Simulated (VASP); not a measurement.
# GaP: self-consistent run, by functional and exact exchange

GaP, F-43m (no. 216), 2 atoms in the cell.

| Functional | Exact exchange | Pressure (GPa) | Gap on the mesh (eV) | Time (s) |
|---|---|---|---|---|
| hAPBE | 0.2 | 1.39 | 2.762 | 112 |
| B3PW91 | 0.2 | 1.28 | 2.798 | 94 |
| B3LYP | 0.2 | 3.98 | 2.937 | 92 |
| B3P86 | 0.2 | 1.34 | 2.802 | 78 |
| B97-2 | 0.21 | 1.89 | 2.993 | 69 |
| APBE0 | 0.25 | 1.28 | 3.087 | 103 |
| PBEmol0 | 0.25 | 1.55 | 3.105 | 90 |
| mPW1K | 0.428 | -0.86 | 4.100 | 97 |

Limits: the k mesh is coarse, so the gap and the pressure can be far off.

## Input of the first row

INCAR.step1:
```
SYSTEM = GaP
ALGO = Normal ; EDIFF = 1E-5
ENCUT = 450 ; GGA = PE
ISIF = 2 ; ISMEAR = 0
LASPH = .True. ; LCHARG = .False.
LREAL = .False. ; LWAVE = .True.
NELM = 100 ; PREC = Accurate
SIGMA = 0.02
```

INCAR.step2:
```
SYSTEM = GaP
AEXX = 0.2 ; ALGO = Normal
EDIFF = 1E-6 ; ENCUT = 450
GGA = LIBXC ; ISIF = 2
ISMEAR = 0 ; ISTART = 1
LASPH = .True. ; LCHARG = .False.
LHFCALC = .True. ; LIBXC1 = HYB_GGA_XC_HAPBE
LREAL = .False. ; LWAVE = .False.
NELM = 100 ; PREC = Accurate
PRECFOCK = Fast ; SIGMA = 0.02
```

KPOINTS:
```
k-points
0
Gamma
  4 4 4
```

POSCAR:
```
GaP
1.0
    0.0000000000      2.7252500000      2.7252500000
    2.7252500000      0.0000000000      2.7252500000
    2.7252500000      2.7252500000      0.0000000000
Ga P
1 1
Direct
    0.0000000000      0.0000000000      0.0000000000
    0.7500000000      0.7500000000      0.7500000000
```

Commands (each step's output is kept before the next begins):
```
cat potpaw_PBE.64/Ga_d/POTCAR potpaw_PBE.64/P/POTCAR > POTCAR
cp INCAR.step1 INCAR
mpirun -np 1 vasp_std > vasp.out
cp INCAR.step2 INCAR
mpirun -np 1 vasp_std > vasp.out
```

Changes of the last row against the first:
```
(step 2)
- AEXX = 0.2
- LIBXC1 = HYB_GGA_XC_HAPBE
+ AEXX = 0.428
+ LIBXC1 = HYB_GGA_XC_MPW1K
```

VASP 6.6.1 took 112 s on 1 core (AMD EPYC 9R45 (Zen 5)), a shared host.
